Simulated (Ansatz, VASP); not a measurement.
**EuO: VASP beside Ansatz**

```
Eu O
1.0
     0.00000    2.57195    2.57195
     2.57195    0.00000    2.57195
     2.57195    2.57195    0.00000
Eu O
1 1
Direct
  0.50000 0.50000 0.50000
  0.00000 0.00000 0.00000
```

Alike in both runs: task single point; functional PBE; k mesh 5 × 5 × 5; occupations gaussian, width 0.05 eV; collinear spin; Hubbard terms Eu f U = 6.0 eV.

```csv
,VASP,Ansatz
version,VASP 6.6.1,Ansatz 0.2.0
potentials or method,"VASP PAW PBE potentials, release 64 (Eu, O)","scalar-relativistic, plane waves, PAW"
plane-wave cutoff (eV),520,420
valence electrons in the cell,23,23
```

|  | VASP | Ansatz | Ansatz less VASP |
| --- | --- | --- | --- |
| gap on the k mesh at the Fermi level (eV) | 0.25 | 0.55 | +0.297 |
| least direct gap on the mesh (eV) | 0.42 | 0.79 | +0.368 |
| pressure (GPa) | 1.4 | 1.8 | +0.42 |
| net moment per atom (μB) | 3.50 | 3.50 | 0.000 |
| size of the moment on the site where the two differ most (μB) | 6.73 | 6.75 | +0.029 |

Site moments also hang on the region over which each program counts them. The programs project onto different local orbitals, so the same U acts differently. Ansatz warned: «stability_check_not_made».

Caveats: the k mesh is coarse (spacing up to 0.42 Å⁻¹), so the values aren't converged; spin-orbit coupling is left out, which moves the levels of the heavy elements; an odd mesh through Γ misses points on the zone boundary, where band edges often lie; a cell with one magnetic atom can't hold antiferromagnetic order, which such compounds often take. The state reached can hang on the start; a lower one may exist.
